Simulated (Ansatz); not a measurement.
## Ideal shear of a crystal plane in ZnS

The calculation used DFT PBE, scalar-relativistic, plane waves, PAW in Ansatz. Cutoff 420 eV, Γ-centred 8×8×2 k-points, Gaussian smearing of 0.05 eV. No spin polarisation. Energies are free energies at this smearing, counted from the undisturbed cell; pressure is positive in compression.

Zero of the scan (relaxed at this level):

```
Zn S
1.0
    -3.84549    0.00000    0.00000
    -1.92275   -3.33029    0.00000
     0.00000    0.00000   12.61067
Zn S
4 4
Direct
  0.33333 0.33333 0.65636
  0.33333 0.33333 0.15636
  0.66667 0.66667 0.90636
  0.66667 0.66667 0.40636
  0.33333 0.33333 0.84364
  0.33333 0.33333 0.34364
  0.66667 0.66667 0.09364
  0.66667 0.66667 0.59364
```

The cut lies on the cell's a–b face, a (0 0 1) plane (indices in the standard cell, whose axes needn't be the Cartesian ones shown) of area 12.81 Å², between layers 2.36 Å apart. Vector c is tilted by f times 1·a + 0·b (length 3.845 Å) with the atoms' Cartesian places fixed: one unrelaxed fault a cell. The traction is dγ/du, the slope of γ against the slip u in Å. Some rows repeat others by symmetry and weren't run.

| f | γ (mJ/m²) | traction (GPa) |
| --- | --- | --- |
| 0.0000 | 0 | 0.0 |
| 0.1000 | 58 | 3.0 |
| 0.2000 | 236 | 6.2 |
| 0.3000 | 516 | 7.9 |
| 0.4000 | 796 | 5.9 |
| 0.5000 | 919 | 0.0 |
| 0.6000 | 796 | -5.9 |
| 0.8000 | 236 | -6.2 |

Task: Read off the first barrier and the stress needed to climb it, and compare with Frenkel's sinusoid.

Result: The first sampled maximum lies at f = 0.500, a slip of 1.92 Å, with γ ≈ 919 mJ/m², which stands in for the unstable fault energy γ_us, and the steepest sampled slope before it is 7.9 GPa. A sinusoid γ = γ_us sin²(πu/λ) with its maximum there has λ = 3.85 Å and a largest slope πγ_us/λ = 7.5 GPa (1 mJ/m² per Å = 0.01 GPa). The stand-in is too high: the stress and forces give a traction of 2.7 GPa across the line at this point, so it is no saddle, and slip that bends off the line crosses lower.

Task: Is there a metastable fault on this line?

Result: Apart from points where γ returns to about zero, no local minimum shows among the samples, so at this sampling the line offers no fault for a dislocation to split on; a fault can still lie off the line.

The cut is rigid; relaxing the faces lowers these energies and usually the stresses.

Cost: 6 runs of about 5.9 core-minutes in all, on Intel Xeon Platinum 8259CL (Skylake/Cascade Lake) (shared hosts).